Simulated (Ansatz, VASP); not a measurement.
## SiC: VASP beside Ansatz

The input INCAR:

```
ALGO     = Normal         # electronic algorithm
EDIFF    = 1E-6           # SCF threshold, eV
ENCUT    = 520            # plane-wave cutoff, eV
GGA      = PS             # functional
ISIF     = 2              # what is computed and relaxed
ISMEAR   = 0              # smearing method
LASPH    = True           # aspherical terms in the spheres
LCHARG   = False          # write CHGCAR
LREAL    = False          # projectors in reciprocal space
LWAVE    = False          # write WAVECAR
NBANDS   = 11             # bands
NELM     = 100            # most SCF steps
PREC     = Accurate       # precision mode
SIGMA    = 0.02           # smearing width, eV
```

Contents of KPOINTS:

```
k-points
0
Gamma
  12 12 12
```

File POSCAR:

```
SiC
1.0
    0.0000000000      2.1397000000      2.1397000000
    2.1397000000      0.0000000000      2.1397000000
    2.1397000000      2.1397000000      0.0000000000
Si C
1 1
Direct
    0.0000000000      0.0000000000      0.0000000000
    0.2500000000      0.2500000000      0.2500000000
```

Input for Ansatz:

```yaml
crystal:
  lattice:
    - [0.0, 2.1397, 2.1397]
    - [2.1397, 0.0, 2.1397]
    - [2.1397, 2.1397, 0.0]
  atoms:
    - { symbol: Si, position: [0.0, 0.0, 0.0] }
    - { symbol: C, position: [0.25, 0.25, 0.25] }
basis:
  ecutwfc: 420
kpoints:
  mp_grid: { grid: [12, 12, 12] }
hamiltonian:
  xc: pbesol
scf:
  occupations: { method: gaussian, width: 0.02 }
output:
  forces: true
  stress: true
  eigenvalues: true
```

Alike in both runs: task single point; functional PBEsol; k mesh 12 × 12 × 12; occupations gaussian, width 0.02 eV; no spin polarisation.

```csv
,VASP,Ansatz
version,VASP 6.6.1,Ansatz 0.2.0
potentials or method,"VASP PAW PBE potentials, release 64 (Si, C)","scalar-relativistic, plane waves, PAW"
plane-wave cutoff (eV),520,420
valence electrons in the cell,8,8
```

VASP gave:

| Item | Value |
| --- | --- |
| gap on the k mesh at the Fermi level (eV) | 1.18 |
| least direct gap on the mesh (eV) | 4.50 |
| pressure (GPa) | 13.6 |

**Question.** Which values does Ansatz return?

**Answer.** gap on the k mesh at the Fermi level (eV): 1.19; least direct gap on the mesh (eV): 4.51; pressure (GPa): 13.2.

Caveats: the PAW data sets were made with another functional, which shifts forces and pressure a little (VASP). A k mesh can miss the band edges. A hybrid or GW would open this gap; PBEsol tends to underestimate it.
